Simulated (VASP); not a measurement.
Wanted: the native input for a VASP 6.6.1 run.

```yaml
Task: single point
Functional: PBE
Potentials_or_basis: VASP PAW PBE potentials, release 64 (Si)
Cutoff: 520 eV
k_mesh: 3 × 3 × 3
Occupations: fermi-dirac, width 0.17 eV
Spin: no spin polarisation
Dipole_correction: no
Further_INCAR_settings: LREAL = Auto; ALGO = Fast; EDIFF = 1e-07; NBANDS = 46
```

The structure of Si lies in POSCAR:

```
Si
1.0
    0.0000000000      5.4300000000      5.4300000000
    5.4300000000      0.0000000000      5.4300000000
    5.4300000000      5.4300000000      0.0000000000
Si
16
Direct
   -0.0223020258      0.0277532228      0.0585635359
    0.1050736648      0.1542817680      0.1752578269
   -0.0029005525      0.0013351750      0.5696593002
    0.1459208103      0.1358655617      0.6597697974
    0.0089502762      0.5178637201      0.0299631676
    0.1489963168      0.6617034991      0.1111694291
    0.0376243094      0.4903314917      0.4936832413
    0.1230478821      0.6397145488      0.6276519337
    0.4659116022     -0.0044383057      0.0276243094
    0.6153130755      0.0747053407      0.2066206262
    0.5430478821     -0.0284806630      0.5503222836
    0.6381307551      0.1623296501      0.6691804788
    0.5021178637      0.4695211786      0.0573480663
    0.6495303867      0.6252394107      0.1333425414
    0.5149723757      0.5370165746      0.5300184162
    0.6756998158      0.6060128913      0.7029005525
```

The cell was built by a generator and needn't be a form met in nature.

The input as run:

INCAR

```
  ALGO = Fast
  EDIFF = 1E-7
  ENCUT = 520
  GGA = PE
  ISIF = 2
  ISMEAR = -1
  LASPH = True
  LCHARG = False
  LREAL = Auto
  LWAVE = False
  NBANDS = 46
  NELM = 80
  PREC = Accurate
  SIGMA = 0.17
```

KPOINTS

```
k-points
0
Gamma
  3 3 3
```

Potentials or basis: VASP PAW PBE potentials, release 64 (Si).

The run is started by

```console
$ cat potpaw_PBE.64/Si/POTCAR > POTCAR
$ mpirun -np 1 vasp_std > vasp.out
```

Results of the run:

```
Pressure               : 1.0 GPa
Largest force          : 2.929 eV/Å
Band gap on the k mesh : 0.09 eV, direct
```

Caveat: an odd mesh through Γ misses points on the zone boundary, where band edges often lie; forces of over 1 eV/Å show positions far from the minimum, so gaps and moduli don't describe the material at rest.

It took 4.4 min on 1 thread of AMD EPYC 9R45 (Zen 5), on a shared host, peak memory 0.46 GiB.
